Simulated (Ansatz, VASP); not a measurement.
## Two plane-wave programs on Na

The input INCAR:

```
ALGO = Fast ; EDIFF = 1E-6
ENCUT = 520 ; GGA = PS
ISIF = 2 ; ISMEAR = 0
LASPH = True ; LCHARG = False
LREAL = False ; LWAVE = False
NBANDS = 10 ; NELM = 100
PREC = Accurate ; SIGMA = 0.15
```

File KPOINTS:

```
k-points
0
Gamma
  16 16 16
```

The input POSCAR:

```
Na
1.0
   -2.1810250000      2.1810250000      2.1175000000
    2.1810250000     -2.1810250000      2.1175000000
    2.0539750000      2.0539750000     -2.1175000000
Na
1
Direct
    0.0000000000      0.0000000000      0.0000000000
```

Input for Ansatz:

```yaml
crystal:
  lattice:
    - [-2.181025, 2.181025, 2.1175]
    - [2.181025, -2.181025, 2.1175]
    - [2.053975, 2.053975, -2.1175]
  atoms:
    - { symbol: Na, position: [0.0, 0.0, 0.0] }
basis:
  ecutwfc: 420
kpoints:
  mp_grid: { grid: [16, 16, 16] }
hamiltonian:
  xc: pbesol
scf:
  occupations: { method: gaussian, width: 0.15 }
output:
  forces: true
  stress: true
  eigenvalues: true
```

Change from the starting cell: strain -0.0600 x Voigt [0, 0, 0, 0, 0, 1], atoms carried along.

Alike in both runs: task single point; functional PBEsol; k mesh 16 × 16 × 16; occupations gaussian, width 0.15 eV; no spin polarisation.

|  | VASP | Ansatz |
| --- | --- | --- |
| version | VASP 6.6.1 | Ansatz 0.2.0 |
| potentials or method | VASP PAW PBE potentials, release 64 (Na_pv) | scalar-relativistic, plane waves, PAW |
| plane-wave cutoff (eV) | 520 | 420 |
| valence electrons in the cell | 7 | 9 |

```csv
,VASP,Ansatz,Ansatz less VASP
gap on the k mesh at the Fermi level (eV),none,none,-
pressure (GPa),-0.3,-0.3,-0.02
largest component of the traceless stress (GPa),0.38,0.38,0.000
```

A gap of «none» marks a metal or a gap that the smearing closes. The two sets of potentials don't hold the same shells in valence.

Caveats: the PAW data sets were made with another functional, which shifts forces and pressure a little (VASP).
